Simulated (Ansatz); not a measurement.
Here is an Ansatz 0.2.0 calculation.

input.yaml

```yaml
crystal:
  lattice:
    - [0.0, 2.2535006075, 2.2535006075]
    - [2.2535006075, 0.0, 2.2535006075]
    - [2.2535006075, 2.2535006075, 0.0]
  atoms:
    - { symbol: Ga, position: [0.0, 0.0, 0.0] }
    - { symbol: "N", position: [0.25, 0.25, 0.25] }
hamiltonian:
  xc: pbesol
  pseudopotentials: { kind: paw }
  dispersion: d4
kpoints:
  mp_grid: { grid: [10, 10, 10] }
scf:
  occupations: { method: fermi_dirac, width: 0.05 }
output:
  forces: true
  stress: true
relax:
  f_tol: 0.01
  max_steps: 40
  cell: { stress_tol: 0.05 }
```

Potentials or basis: Ansatz PAW.

The run is started by

```bash
$ ansatz run input.yaml --threads 2 --pin off --max-ram 5120MiB --backend cpu --events-out ev --progress --plain --runs-dir out
```

Q: What does it give for the band gap on the k mesh?

A: 1.81 eV.

Q: Predict the relaxed volume.

A: 11.18 Å³/atom.

Q: Estimate the relaxed cell.

A: a = 3.163 Å, b = 3.163 Å, c = 3.163 Å, α = 60.00°, β = 60.00°, γ = 60.00°.

Q: Estimate the space group after relaxing (to 0.05 Å).

A: F-43m (No. 216).

The path:
| step | energy change (eV) | largest force (eV/Å) | volume (Å³) |
| --- | --- | --- | --- |
| 1 | 0.0000 | 0.0000 | 22.89 |
| 2 | -0.0068 | 0.0000 | 22.58 |
| 3 | -0.0086 | 0.0000 | 22.37 |
| 4 | -0.0086 | 0.0000 | 22.38 |
| 5 | -0.0072 | 0.0000 | 22.38 |
| 6 | -0.0072 | 0.0000 | 22.37 |
| 7 | -0.0072 | 0.0000 | 22.37 |

Caveat: the plane-wave basis is chosen anew once the cell has moved, so the energies of steps on either side of that aren't comparable; the pressure holds a Pulay correction of +0.5 GPa for the finite cutoff; the PAW data sets come from PBE, with cores solved anew for the run's functional, which leaves a small shift of forces and pressure. A k mesh can miss the band edges.
